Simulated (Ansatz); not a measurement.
**Stress against strain in InSe**

```
CELL_PARAMETERS angstrom
5.86790 -2.05500 0.00000
5.86790 2.05500 0.00000
-1.59942 0.00000 4.32366
ATOMIC_POSITIONS crystal
In 0.88400 0.88400 0.00500
In 0.11600 0.11600 0.99500
Se 0.66000 0.66000 0.64200
Se 0.34000 0.34000 0.35800
```

Atoms are numbered in the order listed.

The geometry is COD entry 1540841, unchecked; take it as a test cell.

No spin–orbit coupling, which matters for the heavy atoms here.

Level of theory: DFT, PBE, all-electron LAPW, scalar-relativistic (Ansatz 0.2.0).

Settings: a Γ-centred 7×7×6 k mesh, Fermi–Dirac smearing of 0.02 eV, basis error target 0.5 meV/atom, no spin polarisation.

The strain is applied along the Cartesian axes of the cell as listed (γ is the engineering shear, twice εxy = εyz = εzx). Fractional coordinates are held (clamped ions).

σ is the change of stress from the unstrained cell, which is at 2.94 GPa; tension is positive, so slopes are stress–strain coefficients at that pressure.

Only quantities that a quadratic follows smoothly over the whole series are listed; rougher ones are left out.

```csv
γ,σxy (GPa),σyz (GPa)
-0.0300,-0.36,-0.62
-0.0200,-0.25,-0.41
-0.0100,-0.13,-0.20
0.0000,0.00,0.00
0.0100,0.14,0.20
0.0300,0.45,0.58
```

**Question.** Fit the series and read off the stiffness at zero strain.

**Answer.** Least-squares fits y = p0 + p1 x + p2 x² to the rows give σxy (GPa): p1 = 13.5, p2 = 50; σyz (GPa): p1 = 20, p2 = -24.

**Question.** One run, at γ = 0.0200, is withheld. Predict its row.

**Answer.** The fits give 0.29, 0.39; the run gave 0.29, 0.39.
